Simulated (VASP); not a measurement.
Input of a VASP 6.6.1 run:

Contents of INCAR:

```
SYSTEM = LiH13O7
PREC     = Accurate       ! precision mode
ENCUT    = 520            ! plane-wave cutoff, eV
EDIFF    = 1E-7           ! SCF threshold, eV
ISMEAR   = -1             ! smearing method
SIGMA    = 0.02           ! smearing width, eV
LREAL    = Auto         
LASPH    = .TRUE.         ! aspherical terms in the spheres
NELM     = 80             ! most SCF steps
ALGO     = Normal         ! electronic algorithm
ISIF     = 2              ! what is computed and relaxed
LWAVE    = .FALSE.        ! write WAVECAR
LCHARG   = .FALSE.        ! write CHGCAR
GGA      = PE             ! functional
IVDW     = 12             ! dispersion correction
NBANDS   = 45             ! bands
```

The input KPOINTS:

```
Automatic mesh
0
G
  1 1 1
  0 0 0
```

The input POSCAR:

```
LiH13O7
1.0
    5.8635890000      0.0000000000      0.0000000000
    0.0000000000      5.8635890000      0.0000000000
    0.0000000000      0.0000000000      5.8635890000
O H Li
7 13 1
Direct
    0.1708339381      1.0155895988     -0.1007232942
    0.7154662443      0.1181358380      0.5462013112
    0.4286964861      0.5829876548      0.7023855185
    0.9102957250      0.4798085268      0.1489019780
    0.8985111337      0.5764728735      0.5522726780
    0.5628975701      0.8898986610      0.1653935840
    0.4638285528      0.2859340926     -0.0110000889
    0.2575214600      1.1566465521     -0.0539771802
   -0.0066853253      1.0291137390     -0.1118768727
    0.6965870220      0.3057854157      0.5356958000
    0.6858427492      0.0427383297      0.4031319385
    0.3820015352      0.7136414234      0.7769303067
    0.4192483477      0.4805759749      0.8444316271
    0.8305663988      0.5415625140      0.2815170026
    0.7986576140      0.3904093551      0.0723618248
    0.8157802329      0.6693852519      0.6422858082
    1.0395169238      0.5616867076      0.6475726726
    0.5187948883      1.0431324569      0.0969713259
    0.5251732343      0.7595518717      0.0747664954
    0.3550214723      0.3298150672      0.0995635949
    0.1388910444      0.0363429292      0.4065769275
```

Potentials or basis: VASP PAW PBE potentials, release 64 (O, H, Li_sv).

Run with:

```bash
$ cat potpaw_PBE.64/O/POTCAR potpaw_PBE.64/H/POTCAR potpaw_PBE.64/Li_sv/POTCAR > POTCAR
$ mpirun -np 1 vasp_gam > vasp.out
```

Estimate the largest force.

4.989 eV/Å.

Predict the band gap on the k mesh.

3.69 eV, direct.

Forces in eV/Å, atoms in the order of the input:
```
O   -4.033 -1.505 -0.707
O   -0.185  3.764  1.134
O    0.075 -1.543 -0.689
O    0.912  0.007 -0.254
O    3.805 -1.815 -0.566
O    0.537  0.803  1.377
O    0.817 -0.330  0.350
H    0.253  0.172 -0.920
H    2.750  0.174  0.283
H    0.525 -3.947  0.013
H   -0.627 -0.131 -0.919
H   -1.033  3.351  0.633
H    0.760 -1.170 -0.866
H    0.503 -0.052 -0.154
H   -1.104 -0.647 -0.773
H   -3.251  2.771  2.577
H   -0.410 -0.296 -1.027
H    0.197 -0.476 -0.773
H   -0.124 -0.147 -0.488
H   -0.689  1.192  1.728
Li   0.324 -0.178  0.040
```

 As with any semilocal functional, this PBE gap is likely too small.
